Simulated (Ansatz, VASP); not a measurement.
# One calculation of Pd, two programs

Contents of INCAR:

```
SYSTEM = Pd
ALGO = Fast
EDIFF = 1E-6
ENCUT = 520
GGA = PE
ISIF = 2
ISMEAR = 0
LASPH = .TRUE.
LCHARG = .FALSE.
LREAL = .FALSE.
LWAVE = .FALSE.
NBANDS = 11
NELM = 80
PREC = Accurate
SIGMA = 0.15
```

The input KPOINTS:

```
k-points
0
G
  8 8 8
  0 0 0
```

Contents of POSCAR:

```
Pd
1.0
    0.0000000000      2.0421450000      2.0421450000
    2.0421450000      0.0000000000      2.0421450000
    2.0421450000      2.0421450000      0.0000000000
Pd
1
Direct
    0.0000000000      0.0000000000      0.0000000000
```

Input for Ansatz:

```yaml
crystal:
  lattice:
    - [0.0, 2.042145, 2.042145]
    - [2.042145, 0.0, 2.042145]
    - [2.042145, 2.042145, 0.0]
  atoms:
    - { symbol: Pd, position: [0.0, 0.0, 0.0] }
basis:
  ecutwfc: 420
kpoints:
  mp_grid: { grid: [8, 8, 8] }
hamiltonian:
  xc: pbe
scf:
  occupations: { method: gaussian, width: 0.15 }
output:
  forces: true
  stress: true
  eigenvalues: true
```

Change from the starting cell: strain +0.050 along x and y, +0.050 along z, atoms carried along.

Alike in both runs: task single point; functional PBE; k mesh 8 × 8 × 8; occupations gaussian, width 0.15 eV; no spin polarisation.

|  | VASP | Ansatz |
| --- | --- | --- |
| version | VASP 6.6.1 | Ansatz 0.2.0 |
| potentials or method | VASP PAW PBE potentials, release 64 (Pd) | scalar-relativistic, plane waves, PAW |
| plane-wave cutoff (eV) | 520 | 420 |
| valence electrons in the cell | 10 | 18 |

|  | VASP | Ansatz | Ansatz less VASP |
| --- | --- | --- | --- |
| gap on the k mesh at the Fermi level (eV) | none | none | - |
| pressure (GPa) | -12.9 | -12.7 | +0.17 |

A gap of «none» marks a metal or a gap that the smearing closes. With one functional, cell and mesh, what is left measures potentials, basis and numerics. The two sets of potentials don't hold the same shells in valence.
